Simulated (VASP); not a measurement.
Input of a VASP 6.6.1 run:

INCAR

```
SYSTEM = SnSe2
PREC = Accurate
ENCUT = 800
EDIFF = 1E-8
ISMEAR = 0
SIGMA = 0.01
LREAL = .FALSE.
LASPH = .TRUE.
NELM = 100
ALGO = Normal
ISIF = 2
LWAVE = .FALSE.
LCHARG = .FALSE.
GGA = PE
LEPSILON = .TRUE.
```

Contents of KPOINTS:

```
regular mesh
0
G
  14 14 8
  0 0 0
```

The input POSCAR:

```
SnSe2
1.0
    3.8110000000      0.0000000000      0.0000000000
   -1.9055000000      3.3004228138      0.0000000000
    0.0000000000      0.0000000000      6.1360000000
Sn Se
1 2
Direct
    0.0000000000      0.0000000000      0.0000000000
    0.6666666667      0.3333333333      0.7510000000
    0.3333333333      0.6666666667      0.2490000000
```

Potentials or basis: VASP PAW PBE potentials, release 64 (Sn_d, Se).

Run with:

```sh
$ cat potpaw_PBE.64/Sn_d/POTCAR potpaw_PBE.64/Se/POTCAR > POTCAR
$ mpirun -np 1 vasp_std > vasp.out
```

(1) Estimate the electronic dielectric tensor (diagonal).

(2) What does it give for the Born charges (mean of the diagonal)?

(3) Predict the band gap on the k mesh.

Results:

(1) 11.06, 11.06, 8.68.

(2) Sn +4.01; Se -2.01 e.

(3) 0.72 eV, indirect (least direct gap 1.09 eV).

Caveat: spin-orbit coupling is left out, which moves the levels of the heavy elements.
